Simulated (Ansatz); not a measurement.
Runs of Ansatz 0.2.0 on SnTe. It takes space group F-43m (No. 216, cubic). Conventional cell: a = 7.222 Å, b = 7.222 Å, c = 7.222 Å, α = 90.00°, β = 90.00°, γ = 90.00°. Te (site symmetry -43m) has 4 Sn at 3.13 Å as nearest neighbours. Around Sn (site symmetry -43m) lie 4 Te at 3.13 Å. Measurements of this composition are mostly on another form, of space group No. 225.

| task | level | spin | cell | k mesh | points for each segment of the path | gap on the mesh (eV) | pressure (GPa) | relaxed volume (Å³/atom) |
| --- | --- | --- | --- | --- | --- | --- | --- | --- |
| relaxation of cell and atoms | PBEsol | off | relaxed | 7 × 7 × 7 | - | 0.14 | 0.0 | 44.43 |
| band structure | LDA | SOC, no magnetisation | as given | 5 × 5 × 5 | 14 | - | -2.2 | - |
| relaxation of cell and atoms | LDA | off | relaxed | 7 × 7 × 7 | - | none | 0.0 | 42.94 |
| band structure | PBEsol | off | as given | 7 × 7 × 7 | 14 | (a) | (b) | - |

Alike in all rows: potentials or basis Ansatz PAW; cutoff (eV) 420; smearing fermi-dirac 0.05 eV.

Estimate the missing entries.

(a) 0.29; (b) -1.4.

Caveats: the PAW data sets come from PBE, with cores solved anew for the run's functional, which leaves a small shift of forces and pressure; the plane-wave basis is chosen anew once the cell has moved, so the energies of steps on either side of that aren't comparable (some runs); spin-orbit coupling is left out, which moves the levels of the heavy elements (some runs); odd divisions of the mesh miss points on the zone boundary, where band edges often lie, so the gap on the mesh can be too wide (some runs); the k mesh misses the band edges, so the gap on the mesh is wider than the one along the path (some runs).

A k mesh can miss the band edges, and rows without SOC leave out spin-orbit coupling on Sn, Te.

A gap of «none» marks a metal or a gap under the smearing width.
